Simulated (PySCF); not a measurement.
Species: N,N-dimethylacetamide, `CN(C(=O)C)C`. The columns A, B, C and D hold Mulliken, IAO, Hirshfeld and ESP-fitted charges (e) of one PBE0/pcSseg-1 density (PySCF), in a shuffled order. Coordinates in Å (GFN2-xTB); the density's dipole moment is (-1.55, -3.27, 1.68) D.

| atom | x | y | z | A | B | C | D |
| --- | --- | --- | --- | --- | --- | --- | --- |
| C1 | 1.982 | -0.262 | -0.237 | -0.125 | -0.296 | -0.477 | -0.623 |
| C2 | 0.817 | 0.642 | -0.583 | +0.171 | +0.409 | +0.423 | +0.678 |
| O3 | 0.981 | 1.717 | -1.128 | -0.297 | -0.449 | -0.513 | -0.590 |
| N4 | -0.417 | 0.193 | -0.243 | -0.046 | -0.681 | -0.183 | -0.036 |
| C5 | -1.575 | 0.972 | -0.620 | -0.070 | -0.074 | -0.317 | -0.453 |
| C6 | -0.693 | -1.090 | 0.353 | -0.060 | -0.058 | -0.309 | -0.447 |
| H7 | 2.887 | 0.192 | -0.631 | +0.053 | +0.148 | +0.174 | +0.180 |
| H8 | 1.854 | -1.249 | -0.675 | +0.048 | +0.133 | +0.153 | +0.166 |
| H9 | 2.083 | -0.359 | 0.843 | +0.050 | +0.140 | +0.155 | +0.166 |
| H10 | -2.199 | 0.417 | -1.325 | +0.042 | +0.109 | +0.135 | +0.158 |
| H11 | -1.223 | 1.887 | -1.091 | +0.045 | +0.148 | +0.183 | +0.178 |
| H12 | -2.168 | 1.221 | 0.262 | +0.043 | +0.113 | +0.138 | +0.149 |
| H13 | -1.596 | -1.008 | 0.959 | +0.051 | +0.118 | +0.151 | +0.174 |
| H14 | -0.861 | -1.858 | -0.410 | +0.042 | +0.117 | +0.136 | +0.150 |
| H15 | 0.122 | -1.408 | 0.999 | +0.051 | +0.124 | +0.152 | +0.149 |

Task: Which column most likely holds the ESP-fitted charges?

Result: D. Σ q r misses the density's dipole by 0.02 D (D), 0.44 D (C), 0.77 D (B), 1.09 D (A). Charges fitted to the outside potential are the only set here that is tied to the molecule's multipoles.

Task: And the Hirshfeld charges?

Result: A. The mean sizes are 0.080 e (A), 0.208 e (B), 0.240 e (C), 0.287 e (D), and Hirshfeld charges are commonly the smallest of these schemes.

As computed, A = Hirshfeld, B = Mulliken, C = IAO, D = ESP-fitted. Hydrogens on carbon: Hirshfeld +0.04 to +0.05, Mulliken +0.11 to +0.15, IAO +0.14 to +0.18, ESP-fitted +0.15 to +0.18 e.

The Hirshfeld scheme divides the density at each point in proportion to the densities of the neutral, spherically averaged free atoms. The IAO scheme projects the occupied orbitals on a minimal set of polarised atomic orbitals and counts the electrons in each atom's part of it.

Geometry: GFN2-xTB, one conformer, isolated molecule.

These values come from a run that also computed NMR shieldings. Rough CPU time on one thread of a shared machine: about 15 s (with the writing of density and orbital grids).

The values belong to the conformer `[CH3:1][C:2](=[O:3])[N:4]([CH3:5])[CH3:6]`: C1–C2–N4–C5 -176°.
